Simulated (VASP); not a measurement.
# LiH (strained rocksalt): a PBE single-point calculation in VASP

INCAR

```
IBRION = -1
LCHARG = .FALSE.
LWAVE = .FALSE.
LREAL = .FALSE.
NELM = 120
ISIF = 2
LASPH = .TRUE.
GGA = PE
NBANDS = 9
ISMEAR = -1
EDIFF = 1E-7
SIGMA = 0.02
PREC = Accurate
NSW = 0
ENCUT = 520
```

KPOINTS

```
KPOINTS created by Atomic Simulation Environment
0
Gamma
10 10 10
0 0 0
```

KPOINTS_OPT

```
special points
7
Reciprocal
0.0000000000 0.0000000000 0.0000000000 1
0.5000000000 0.0000000000 0.5000000000 1
0.6250000000 0.2500000000 0.6250000000 1
0.3750000000 0.3750000000 0.7500000000 1
0.5000000000 0.5000000000 0.5000000000 1
0.5000000000 0.2500000000 0.7500000000 1
0.0000000000 0.5000000000 0.5000000000 1
```

POSCAR

```
Li H
 1.0000000000000000
     0.0066766495000000    2.0096714906000002    2.0096714906000002
     2.0096714906000002    0.0066766495000000    2.0096714906000002
     2.0096714906000002    2.0096714906000002    0.0066766495000000
 Li  H
   1   1
Cartesian
  0.0000000000000000  0.0000000000000000  0.0000000000000000
  2.0130098153500002  2.0130098153500002  2.0130098153500002
```

VASP ran with the recommended PBE PAW datasets (4 valence electrons in the cell).

Command

```
mpirun -np 1 vasp_std
```

From OUTCAR

```
k-points           NKPTS =    116   k-points in BZ     NKDIM =    116   number of bands    NBANDS=      9

   NELECT =       4.0000    total number of electrons

   dimension x,y,z NGX =    24 NGY =   24 NGZ =   24
   dimension x,y,z NGXF=    48 NGYF=   48 NGZF=   48

  energy-cutoff  :      520.00
  volume of cell :       16.15
      direct lattice vectors                 reciprocal lattice vectors
     0.006676650  2.009671491  2.009671491    -0.250040178  0.249212231  0.249212231
     2.009671491  0.006676650  2.009671491     0.249212231 -0.250040178  0.249212231
     2.009671491  2.009671491  0.006676650     0.249212231  0.249212231 -0.250040178

 k-points in reciprocal lattice and weights: KPOINTS created by Atomic Simulation Env
   0.00000000  0.00000000  0.00000000       0.001
   0.10000000  0.00000000 -0.00000000       0.006
   0.20000000  0.00000000 -0.00000000       0.006
   0.30000000 -0.00000000 -0.00000000       0.006
   0.40000000 -0.00000000 -0.00000000       0.006
   0.50000000  0.00000000  0.00000000       0.003
   0.10000000  0.10000000 -0.00000000       0.006
   0.20000000  0.10000000 -0.00000000       0.012
   ...

 E-fermi :   0.5389

 k-point     1 :       0.0000    0.0000    0.0000
  band No.  band energies     occupation
      1     -44.2168      2.00000
      2      -5.3446      2.00000
      3      16.1325      0.00000
      4      17.8389      0.00000
      5      17.9847      0.00000
      6      17.9847      0.00000
      7      22.5284      0.00000
      8      22.7061      0.00000
      9      22.7061      0.00000

 k-point     2 :       0.1000    0.0000   -0.0000
  band No.  band energies     occupation
      1     -44.2125      2.00000
      2      -5.1673      2.00000
      3      14.6892      0.00000
      4      16.9453      0.00000
      5      17.4695      0.00000
      6      17.5910      0.00000
      7      22.0734      0.00000
      8      23.3891      0.00000
      9      23.5485      0.00000

 k-point     3 :       0.2000    0.0000   -0.0000
  band No.  band energies     occupation
      1     -44.2010      2.00000
      2      -4.6494      2.00000
      3      11.4529      0.00000
      4      15.6561      0.00000
      5      16.8515      0.00000
      6      16.9549      0.00000
      7      22.9039      0.00000
      8      23.2418      0.00000
      9      23.2842      0.00000

 k-point     4 :       0.3000   -0.0000   -0.0000
  band No.  band energies     occupation
      1     -44.1868      2.00000
      2      -3.8510      2.00000
      3       8.3070      0.00000
      4      14.6084      0.00000
      5      16.4810      0.00000
      6      16.5652      0.00000
      7      21.1666      0.00000
      8      21.2186      0.00000
      9      24.4515      0.00000

 k-point     5 :       0.4000   -0.0000   -0.0000
  band No.  band energies     occupation
      1     -44.1752      2.00000
      2      -2.9724      2.00000
      3       5.9471      0.00000
      4      13.9255      0.00000
      5      16.4351      0.00000
      6      16.4982      0.00000
      7      19.6529      0.00000
      8      19.7254      0.00000
      9      26.2702      0.00000

 k-point     6 :       0.5000    0.0000    0.0000
  band No.  band energies     occupation
      1     -44.1708      2.00000
      2      -2.5312      2.00000
      3       5.0037      0.00000
      4      13.6896      0.00000
      5      16.5043      0.00000
      6      16.5544      0.00000
      7      19.0570      0.00000
      8      19.1424      0.00000
      9      27.3193      0.00000

 k-point     7 :       0.1000    0.1000   -0.0000
  band No.  band energies     occupation
      1     -44.2111      2.00000
      2      -5.1063      2.00000
      3      14.8570      0.00000
      4      16.2506      0.00000
      5      16.3539      0.00000
      6      18.7147      0.00000
      7      19.9622      0.00000
      8      24.8406      0.00000
      9      24.9516      0.00000

 k-point     8 :       0.2000    0.1000   -0.0000
  band No.  band energies     occupation
      1     -44.2021      2.00000
      2      -4.6938      2.00000
      3      12.5348      0.00000
      4      14.9402      0.00000
      5      15.2536      0.00000
      6      18.4470      0.00000
      7      20.2515      0.00000
      8      23.6106      0.00000
      9      26.2508      0.00000

 k-point     9 :       0.3000    0.1000   -0.0000
  band No.  band energies     occupation
      1     -44.1888      2.00000
      2      -3.9676      2.00000
      3       9.3354      0.00000
      4      13.7065      0.00000
      5      14.6844      0.00000
      6      17.6502      0.00000
      7      21.7378      0.00000
      8      22.6898      0.00000
      9      24.2749      0.00000

 k-point    10 :       0.4000    0.1000   -0.0000
  band No.  band energies     occupation
      1     -44.1763      2.00000
      2      -3.0626      2.00000
      3       6.6605      0.00000
      4      12.7805      0.00000
      5      14.6119      0.00000
      6      16.7762      0.00000
      7      21.4064      0.00000
      8      22.4272      0.00000
      9      24.7806      0.00000

 k-point    11 :       0.5000    0.1000    0.0000
  band No.  band energies     occupation
      1     -44.1696      2.00000
      2      -2.3843      2.00000
      3       5.1551      0.00000
      4      12.2419      0.00000
      5      15.0387      0.00000
      6      16.0620      0.00000
      7      21.0809      0.00000
      8      21.5272      0.00000
      9      26.9995      0.00000

 k-point    12 :      -0.4000    0.1000    0.0000
  band No.  band energies     occupation
      1     -44.1710      2.00000
      2      -2.5470      2.00000
      3       5.4895      0.00000
      4      12.1155      0.00000
      5      15.6973      0.00000
      6      15.9316      0.00000
      7      20.3195      0.00000
      8      22.2811      0.00000
      9      26.7776      0.00000

 k-point    13 :      -0.3000    0.1000   -0.0000
  band No.  band energies     occupation
      1     -44.1801      2.00000
      2      -3.3736      2.00000
      3       7.4797      0.00000
      4      12.3842      0.00000
      5      15.7949      0.00000
      6      17.1272      0.00000
      7      20.2551      0.00000
      8      23.5601      0.00000
      9      24.8159      0.00000

 k-point    14 :      -0.2000    0.1000   -0.0000
  band No.  band energies     occupation
      1     -44.1934      2.00000
      2      -4.2449      2.00000
      3      10.4267      0.00000
      4      13.0293      0.00000
      5      16.3239      0.00000
      6      18.1464      0.00000
      7      21.2357      0.00000
      8      22.9694      0.00000
      9      25.1053      0.00000

 k-point    15 :      -0.1000    0.1000    0.0000
  band No.  band energies     occupation
      1     -44.2058      2.00000
      2      -4.8725      2.00000
      3      13.4082      0.00000
      4      14.4327      0.00000
      5      17.0150      0.00000
      6      18.3603      0.00000
      7      21.8976      0.00000
      8      23.3348      0.00000
      9      23.4187      0.00000

 k-point    16 :       0.2000    0.2000   -0.0000
  band No.  band energies     occupation
      1     -44.1961      2.00000
      2      -4.3765      2.00000
      3      12.2259      0.00000
      4      13.9866      0.00000
      5      14.0936      0.00000
      6      17.3809      0.00000
      7      18.2310      0.00000
      8      25.2695      0.00000
      9      28.5088      0.00000

 k-point    17 :       0.3000    0.2000   -0.0000
  band No.  band energies     occupation
      1     -44.1852      2.00000
      2      -3.7200      2.00000
      3       9.9697      0.00000
      4      12.3684      0.00000
      5      13.2158      0.00000
      6      17.3584      0.00000
      7      18.4099      0.00000
      8      25.7253      0.00000
      9      27.9385      0.00000

 k-point    18 :       0.4000    0.2000   -0.0000
  band No.  band energies     occupation
      1     -44.1738      2.00000
      2      -2.8120      2.00000
      3       7.3729      0.00000
      4      10.8150      0.00000
      5      12.9642      0.00000
      6      16.7475      0.00000
      7      20.6515      0.00000
      8      25.7850      0.00000
      9      26.0263      0.00000

 k-point    19 :       0.5000    0.2000   -0.0000
  band No.  band energies     occupation
      1     -44.1661      2.00000
      2      -1.9540      2.00000
      3       5.4975      0.00000
      4       9.8270      0.00000
      5      13.2431      0.00000
      6      16.1672      0.00000
      7      23.2025      0.00000
      8      24.4503      0.00000
      9      26.5223      0.00000

 ...

  Total       -0.0403878     -0.0403878     -0.0403878     -0.0163590     -0.0163590     -0.0163590
  in kB       -4.0061366     -4.0061366     -4.0061366     -1.6226761     -1.6226761     -1.6226761
  external PRESSURE =      -4.0061366 kB  Pullay stress =       0.0000000 kB

 POSITION                                       TOTAL-FORCE (eV/Angst)
 -----------------------------------------------------------------------------------
      0.00000      0.00000      0.00000        -0.000000      0.000000     -0.000000
      2.01301      2.01301      2.01301         0.000000     -0.000000      0.000000
 -----------------------------------------------------------------------------------
    total drift:                                0.000000     -0.000000     -0.000000

  FREE ENERGIE OF THE ION-ELECTRON SYSTEM (eV)
  ---------------------------------------------------
  free  energy   TOTEN  =        -6.1269535751 eV

  energy  without entropy=       -6.1269535751  energy(sigma->0) =       -6.12695358
```

```
gap between bands v and c : 2.98 eV
least direct gap          : 2.98 eV
pressure                  : -0.4 GPa
```

Band v is the last that the valence electrons fill when counted band by band, and c is the next.

The run took about 12 s on one core of a shared host (Intel Xeon Platinum 8488C) and held 0.14 GiB at most.
